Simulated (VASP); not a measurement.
# Zr (Im-3m) in VASP: settings compared, part 2 of 2

VASP 6.6.1.

### 3 Single point, PBEsol

The input, INCAR:

```
  PREC = Accurate
  ENCUT = 520
  EDIFF = 1E-6
  ISMEAR = 0
  SIGMA = 0.1
  LREAL = F
  LASPH = T
  NELM = 80
  ALGO = Normal
  ISIF = 2
  LWAVE = F
  LCHARG = F
  GGA = PS
```

The input, KPOINTS:

```
Automatic mesh
0
Gamma
  16 16 16
```

The input, POSCAR:

```
Zr
1.0
   -1.7908472700      1.7908472700      1.7908472700
    1.7908472700     -1.7908472700      1.7908472700
    1.7908472700      1.7908472700     -1.7908472700
Zr
1
Direct
    0.0000000000      0.0000000000      0.0000000000
```

Potentials or basis: VASP PAW PBE potentials, release 64 (Zr_sv).

Command:

```bash
cat potpaw_PBE.64/Zr_sv/POTCAR > POTCAR
mpirun -np 1 vasp_std > vasp.out
```

OUTCAR:

```text
PREC = Accurate
   ENCUT = 520
   EDIFF = 1E-6
   ISMEAR = 0
   LREAL = F
   LASPH = T
   NELM = 80
   ISIF = 2
   GGA = PS

 ion  position               nearest neighbor table
   1  0.000  0.000  0.000-

  LATTYP: Found a body centered cubic cell.
 ALAT       =     3.5816945400

  Lattice vectors:

 A1 = (  -1.7908472700,   1.7908472700,   1.7908472700)
 A2 = (   1.7908472700,  -1.7908472700,   1.7908472700)
 A3 = (   1.7908472700,   1.7908472700,  -1.7908472700)

Analysis of symmetry for initial positions (statically):
=====================================================================
 Subroutine PRICEL returns:
 Original cell was already a primitive cell.

 Routine SETGRP: Setting up the symmetry group for a
 body centered cubic supercell.

 Subroutine GETGRP returns: Found 48 space group operations
 (whereof 48 operations were pure point group operations)
 out of a pool of 48 trial point group operations.

The static configuration has the point symmetry O_h .

Analysis of symmetry for dynamics (positions and initial velocities):
=====================================================================
 Subroutine PRICEL returns:
 Original cell was already a primitive cell.

 Routine SETGRP: Setting up the symmetry group for a
 body centered cubic supercell.

 Subroutine GETGRP returns: Found 48 space group operations
 (whereof 48 operations were pure point group operations)
 out of a pool of 48 trial point group operations.

The dynamic configuration has the point symmetry O_h .

 Subroutine INISYM returns: Found 48 space group operations
 (whereof 48 operations are pure point group operations),
 and found     1 'primitive' translations

----------------------------------------------------------------------------------------

                                     Primitive cell

  volume of cell :      22.9739

  direct lattice vectors                    reciprocal lattice vectors
    -1.790847270  1.790847270  1.790847270     0.000000000  0.279197455  0.279197455
     1.790847270 -1.790847270  1.790847270     0.279197455  0.000000000  0.279197455
     1.790847270  1.790847270 -1.790847270     0.279197455  0.279197455  0.000000000

  length of vectors
     3.101838460  3.101838460  3.101838460     0.394844827  0.394844827  0.394844827

  position of ions in fractional coordinates (direct lattice)
     0.000000000  0.000000000  0.000000000

  ion indices of the primitive-cell ions
   primitive index   ion index
                 1           1

----------------------------------------------------------------------------------------

 KPOINTS: Automatic mesh

Automatic generation of k-mesh.
 Grid dimensions read from file:
 generate k-points for:   16   16   16

 Generating k-lattice:

  Cartesian coordinates                     Fractional coordinates (reciprocal lattice)
     0.000000000  0.017449841  0.017449841     0.062500000  0.000000000  0.000000000
     0.017449841  0.000000000  0.017449841     0.000000000  0.062500000  0.000000000
     0.017449841  0.017449841  0.000000000     0.000000000  0.000000000  0.062500000

  Length of vectors
     0.024677802  0.024677802  0.024677802

  Shift w.r.t. Gamma in fractional coordinates (k-lattice)
     0.000000000  0.000000000  0.000000000

 Subroutine IBZKPT returns following result:
 ===========================================

 Found    145 irreducible k-points:

 Following reciprocal coordinates:
            Coordinates               Weight
  0.000000  0.000000  0.000000      1.000000
  0.062500  0.000000  0.000000     12.000000
  0.125000  0.000000  0.000000     12.000000
  0.187500  0.000000  0.000000     12.000000
  0.250000  0.000000  0.000000     12.000000
  0.312500  0.000000  0.000000     12.000000
[... 16 lines left out ...]
  0.187500  0.187500  0.000000     24.000000
  0.250000  0.187500 -0.000000     48.000000
 [... further k-points ...]
   k-points           NKPTS =    145   k-points in BZ     NKDIM =    145   number of bands    NBANDS=     10
   number of dos      NEDOS =    301   number of ions     NIONS =      1
   total plane-waves  NPLWV =  13824
   dimension x,y,z NGX =    24 NGY =   24 NGZ =   24
   dimension x,y,z NGXF=    48 NGYF=   48 NGZF=   48
   ions per type =               1
   NGX,Y,Z   is equivalent  to a cutoff of  12.86, 12.86, 12.86 a.u.
   NGXF,Y,Z  is equivalent  to a cutoff of  25.73, 25.73, 25.73 a.u.
 SYSTEM =  unknown system
   PREC   = accura    normal or accurate (medium, high low for compatibility)
   ISTART =      0    job   : 0-new  1-cont  2-samecut
   ICHARG =      2    charge: 1-file 2-atom 10-const
   ISPIN  =      1    spin polarized calculation?
   LNONCOLLINEAR =      F non collinear calculations
   LSORBIT =      F    spin-orbit coupling
   LASPH  =      T    aspherical Exc in radial PAW
   ENCUT  =  520.0 eV  38.22 Ry    6.18 a.u.   5.77  5.77  5.77*2*pi/ulx,y,z
   NELM   =     80;   NELMIN=  2; NELMDL= -5     # of ELM steps
   EDIFF  = 0.1E-05   stopping-criterion for ELM
   LREAL  =      F    real-space projection
   EDIFFG = 0.1E-04   stopping-criterion for IOM
   NSW    =      0    number of steps for IOM
   IBRION =     -1    ionic relax: 0-MD 1-quasi-New 2-CG
   NFREE  =      0    steps in history (QN), initial steepest desc. (CG)
   ISIF   =      2    stress and relaxation
   ISYM   =      2    0-nonsym 1-usesym 2-fastsym
   POTIM  = 0.5000    time-step for ionic-motion
   TEBEG  =    0.0;   TEEND  =   0.0 temperature during run
   PSTRESS=    0.0 pullay stress
   NELECT =      12.0000    total number of electrons
   NUPDOWN=      -1.0000    fix difference up-down
   EMIN   =  10.00;   EMAX   =-10.00  energy-range for DOS
   EFERMI =   0.00;   METHOD = LEGACY
   ISMEAR =     0;   SIGMA  =   0.10  broadening in eV -4-tet -1-fermi 0-gaus
   EFERMI_NEDOS =   21; number of points for ismear=-14 and -15
   IALGO  =     38    algorithm
   IMIX   =      4    mixing-type and parameters
     AMIX     =   0.40;   BMIX     =  1.00
     AMIX_MAG =   1.60;   BMIX_MAG =  1.00
  volume/ion in A,a.u.               =      22.97       155.04
  Fermi-wavevector in a.u.,A,eV,Ry     =   1.318429  2.491469 23.650390  1.738255
  Thomas-Fermi vector in A             =   2.448399
   LORBIT       =      0    0 simple, 1 ext, 2 COOP (PROOUT), +10 PAW based schemes
   GGA     = PS    functional components
   LHFCALC =     F    Hartree Fock is set to
   AEXX    =    0.0000 exact exchange contribution
   IVDW    =     0    specifies the selected vdW correction
   LEPSILON=     F    determine dielectric tensor
   LRPA    =     F    only Hartree local field effects (RPA)
 non-spin polarized calculation
 Gauss-broadening in eV      SIGMA  =   0.10
  energy-cutoff  :      520.00
  volume of cell :       22.97
 maximum number of plane-waves:       637
   NGX = 11   NGY = 11   NGZ = 11

 number of electron      12.0000000 magnetization

 Free energy of the ion-electron system (eV)
  ---------------------------------------------------
  ext. energy  EPLUGINS =         0.00000000
  ---------------------------------------------------
  free energy    TOTEN  =        -9.00362739 eV

  energy without entropy =       -8.99365579  energy(sigma->0) =       -8.99864159

 E-fermi :   8.7220     XC(G=0): -11.2582

 val. band max:        8.7199179438   @ k =  -0.3750  -0.4375   0.0625
 cond. band min:       8.7441981450   @ k =   0.1875   0.1875   0.0000
 fundamental gap:      0.0242802012
 Fermi energy:         8.7220077610

 k-point     1 :       0.0000    0.0000    0.0000
  band No.  band energies     occupation
      1     -39.6378      2.00000
      2     -17.1512      2.00000
      3     -17.1512      2.00000
      4     -17.1512      2.00000
      5       3.3212      2.00000
      6       9.8500      0.00000
      7       9.8500      0.00000
      8       9.8500      0.00000
      9      12.3725      0.00000
     10      12.3725      0.00000
[... 287 lines left out ...]
 k-point    24 :       0.2500    0.1875   -0.0000
  band No.  band energies     occupation
      1     -39.4952      2.00000
      2     -17.9491      2.00000
      3     -17.4793      2.00000
      4     -17.2387      2.00000
      5       6.5065      2.00000
      6       8.2085      2.00000
      7       8.7512      0.68010
      8      11.8575      0.00000
      9      13.0479      0.00000
     10      14.4551      0.00000

 [... further k-points ...]

------------------------ aborting loop because EDIFF is reached ----------------------------------------

  FORCE on cell =-STRESS in cart. coord.  units (eV):
  Direction    XX          YY          ZZ          XY          YZ          ZX
  --------------------------------------------------------------------------------------
  -------------------------------------------------------------------------------------
  Total       -0.6207583     -0.6207583     -0.6207583      0.0000000      0.0000000      0.0000000
  in kB      -43.2909852    -43.2909852    -43.2909852      0.0000000      0.0000000      0.0000000
  external PRESSURE =     -43.2909852 kB  Pullay stress =       0.0000000 kB

 VOLUME and BASIS-vectors are now :
 -----------------------------------------------------------------------------
  energy-cutoff  :      520.00
  volume of cell :       22.97
      direct lattice vectors                 reciprocal lattice vectors
    -1.790847270  1.790847270  1.790847270     0.000000000  0.279197455  0.279197455
     1.790847270 -1.790847270  1.790847270     0.279197455  0.000000000  0.279197455
     1.790847270  1.790847270 -1.790847270     0.279197455  0.279197455  0.000000000

 POSITION                                       TOTAL-FORCE (eV/Angst)
 -----------------------------------------------------------------------------------
      0.00000      0.00000      0.00000         0.000000     -0.000000      0.000000
 -----------------------------------------------------------------------------------
    total drift:                                0.000000      0.000000      0.000000

  FREE ENERGIE OF THE ION-ELECTRON SYSTEM (eV)
  ---------------------------------------------------
  free  energy   TOTEN  =        -9.0036273905 eV

  energy  without entropy=       -8.9936557882  energy(sigma->0) =       -8.99864159
```

stdout:

```text
POSCAR found type information on POSCAR Zr
 POSCAR found :  1 types and       1 ions
 scaLAPACK will be used
 -----------------------------------------------------------------------------
|                                                                             |
|                                                                             |
|     You enforced a specific xc type in the INCAR file but a different       |
|     I HOPE YOU KNOW WHAT YOU ARE DOING!                                     |
|                                                                             |
 -----------------------------------------------------------------------------

 LDA part: xc-table for (Slater+PW92), standard interpolation
 POSCAR, INCAR and KPOINTS ok, starting setup
 FFT: planning ... GRIDC
 FFT: planning ... GRID_SOFT
 FFT: planning ... GRID
 WAVECAR not read
 entering main loop
```

It took 8.8 s on 1 thread of Intel Xeon 6975P-C (Granite Rapids), shared host; peak memory 0.16 GiB.

What came out:

* Free energy: -9.0036 eV
* Pressure: -4.3 GPa
* Band gap on the k mesh: none (metal or under the smearing width)

Caveat: the PAW data sets were made with another functional, which shifts forces and pressure a little.

### 4 Relaxation of cell and atoms, PBEsol

The input, INCAR:

```
SYSTEM = Zr
  PREC = Accurate
  ENCUT = 580
  EDIFF = 1E-7
  ISMEAR = 0
  SIGMA = 0.1
  LREAL = .False.
  LASPH = .True.
  NELM = 80
  ALGO = Normal
  ISIF = 3
  LWAVE = .False.
  LCHARG = .False.
  GGA = PS
  IBRION = 2
  NSW = 90
  EDIFFG = -0.005
```

The input, KPOINTS:

```
Automatic mesh
0
Gamma
  16 16 16
  0 0 0
```

POSCAR is that of step 3.

Potentials or basis: VASP PAW PBE potentials, release 64 (Zr_sv).

Command:

```bash
cat potpaw_PBE.64/Zr_sv/POTCAR > POTCAR
mpirun -np 1 vasp_std > vasp.out
```

OUTCAR:

```text
SYSTEM = Zr
   PREC = Accurate
   ENCUT = 580
   EDIFF = 1E-7
   ISMEAR = 0
   LREAL = .False.
   LASPH = .True.
   NELM = 80
   ISIF = 3
   GGA = PS
   IBRION = 2
   NSW = 90
   EDIFFG = -0.005

 ion  position               nearest neighbor table
   1  0.000  0.000  0.000-

  LATTYP: Found a body centered cubic cell.
 ALAT       =     3.5816945400

  Lattice vectors:

 A1 = (  -1.7908472700,   1.7908472700,   1.7908472700)
 A2 = (   1.7908472700,  -1.7908472700,   1.7908472700)
 A3 = (   1.7908472700,   1.7908472700,  -1.7908472700)

Analysis of symmetry for initial positions (statically):
=====================================================================
 Subroutine PRICEL returns:
[... 257 lines left out ...]
 Fermi energy:         9.2814095750

 k-point     1 :       0.0000    0.0000    0.0000
  band No.  band energies     occupation
      1     -38.9756      2.00000
      2     -16.4078      2.00000
      3     -16.4078      2.00000
      4     -16.4078      2.00000
      5       3.8136      2.00000
      6      10.4403      0.00000
      7      10.4403      0.00000
      8      10.4403      0.00000
      9      13.1023      0.00000
     10      13.1023      0.00000
[... 287 lines left out ...]
 k-point    24 :       0.2500    0.1875   -0.0000
  band No.  band energies     occupation
      1     -38.8005      2.00000
      2     -17.3426      2.00000
      3     -16.7922      2.00000
      4     -16.5111      2.00000
      5       7.0490      2.00000
      6       8.7145      2.00000
      7       9.3335      0.46102
      8      12.5582      0.00000
      9      13.8521      0.00000
     10      15.3596      0.00000

 [... further k-points ...]

------------------------ aborting loop because EDIFF is reached ----------------------------------------

  FORCE on cell =-STRESS in cart. coord.  units (eV):
  Direction    XX          YY          ZZ          XY          YZ          ZX
  --------------------------------------------------------------------------------------
  -------------------------------------------------------------------------------------
  Total       -0.0018568     -0.0018568     -0.0018568      0.0000000     -0.0000000      0.0000000
  in kB       -0.1361464     -0.1361464     -0.1361464      0.0000000     -0.0000000      0.0000000
  external PRESSURE =      -0.1361464 kB  Pullay stress =       0.0000000 kB
[... 16 lines left out ...]
  FREE ENERGIE OF THE ION-ELECTRON SYSTEM (eV)
  ---------------------------------------------------
  free  energy   TOTEN  =        -9.0194739254 eV

  energy  without entropy=       -9.0104520436  energy(sigma->0) =       -9.01496298

 reached required accuracy - stopping structural energy minimisation
```

CONTCAR:

```text
Zr
   1.00000000000000
    -1.7611817610381360    1.7611817610381360    1.7611817610381360
     1.7611817610381360   -1.7611817610381360    1.7611817610381360
     1.7611817610381360    1.7611817610381360   -1.7611817610381360
  Zr
     1
Direct
     0.0000000000000000    0.0000000000000000    0.0000000000000000

  0.00000000E+00  0.00000000E+00  0.00000000E+00
```

It took 26 s on 1 thread of Intel Xeon 6975P-C (Granite Rapids), shared host; peak memory 0.17 GiB.

What came out:

* Free energy: -9.0195 eV
* Relaxed volume: 21.85 Å³/atom
* Relaxed cell: a = 3.050 Å, b = 3.050 Å, c = 3.050 Å, α = 109.47°, β = 109.47°, γ = 109.47°
* Space group after relaxing (to 0.05 Å): Im-3m (No. 229)
* Energy gained by relaxing: 15.8 meV/atom
* Ionic steps: 3
* Pressure after relaxing: 0.0 GPa
* Band gap on the k mesh: none (metal or under the smearing width)

The path:
```
step  energy change (eV)  largest force (eV/Å)  pressure (GPa)  volume (Å³)
   1              0.0000                0.0000           -4.34        22.97
   2             -0.0050                0.0000            4.03        20.97
   3             -0.0158                0.0000           -0.01        21.85
```

Final structure:
```
CELL_PARAMETERS angstrom
-1.76118 1.76118 1.76118
1.76118 -1.76118 1.76118
1.76118 1.76118 -1.76118
ATOMIC_POSITIONS crystal
Zr 0.00000 0.00000 0.00000
```

Caveat: the PAW data sets were made with another functional, which shifts forces and pressure a little.

### 5 Relaxation of cell and atoms, RPBE

INCAR, as its differences from that of step 4:

```diff
@@ -2,3 +2,3 @@
   PREC = Accurate
-  ENCUT = 580
+  ENCUT = 600
   EDIFF = 1E-7
@@ -13,3 +13,3 @@
   LCHARG = .False.
-  GGA = PS
+  GGA = RP
   IBRION = 2
```

KPOINTS is that of step 4.

POSCAR is that of step 4.

Command:

```bash
cat potpaw_PBE.64/Zr_sv/POTCAR > POTCAR
mpirun -np 1 vasp_std > vasp.out
```

Wall time 50 s (1 thread of Intel Xeon 6975P-C (Granite Rapids), shared host); peak memory 0.19 GiB.

It converged, with:

| Property | Result |
| --- | --- |
| Free energy | -8.0065 eV |
| Relaxed volume | 23.45 Å³/atom |
| Relaxed cell | a = 3.123 Å, b = 3.123 Å, c = 3.123 Å, α = 109.47°, β = 109.47°, γ = 109.47° |
| Space group after relaxing (to 0.05 Å) | Im-3m (No. 229) |
| Energy gained by relaxing | 2.6 meV/atom |
| Ionic steps | 3 |
| Pressure after relaxing | 0.0 GPa |
| Band gap on the k mesh | none (metal or under the smearing width) |

The path:
```tsv
step	energy change (eV)	largest force (eV/Å)	pressure (GPa)	volume (Å³)
1	0.0000	0.0000	1.77	22.97
2	-0.0010	0.0000	-1.32	23.83
3	-0.0026	0.0000	0.00	23.45
```

Final structure:
```
Zr
1.0
    -1.80307    1.80307    1.80307
     1.80307   -1.80307    1.80307
     1.80307    1.80307   -1.80307
Zr
1
Direct
  0.00000 0.00000 0.00000
```

Levels at points of the mesh, in eV from the Fermi level:
```
           k point  band 2  band 3  band 4  band 5  band 6  band 7  band 8  band 9  band 10
(0.00, 0.00, 0.00)  -26.07  -26.07  -26.07   -5.35    1.13    1.13    1.13    3.57     3.57
(0.50, 0.00, 0.00)  -27.01  -26.37  -26.08   -2.75   -0.64    1.54    3.56    4.22     6.23
(0.50, 0.50, 0.50)  -26.71  -26.71  -26.71   -2.50   -2.50    5.58    5.58    5.58     7.35
```

Caveat: the PAW data sets were made with another functional, which shifts forces and pressure a little.

### 6 The runs side by side

| task | level | cell | k mesh | cutoff (eV) | mesh quality | gap on the mesh (eV) | pressure (GPa) | relaxed volume (Å³/atom) |
| --- | --- | --- | --- | --- | --- | --- | --- | --- |
| relaxation of cell and atoms | PBEsol | relaxed | 6 × 6 × 6 | 600 | coarse | none | 0.0 | 21.70 |
| single point | PBEsol | as given | 16 × 16 × 16 | 520 | not flagged | none | -4.3 | - |
| relaxation of cell and atoms | PBEsol | relaxed | 16 × 16 × 16 | 580 | not flagged | none | 0.0 | 21.85 |
| relaxation of cell and atoms | RPBE | relaxed | 16 × 16 × 16 | 600 | not flagged | none | 0.0 | 23.45 |

Alike in all rows: potentials or basis VASP PAW PBE potentials, release 64 (Zr_sv); no spin polarisation; smearing gaussian 0.1 eV.

Caveats: some runs use coarse meshes; the PAW data sets were made with another functional, which shifts forces and pressure a little.

Total energies depend on the potentials used, so only differences within one code and one set of settings carry meaning.
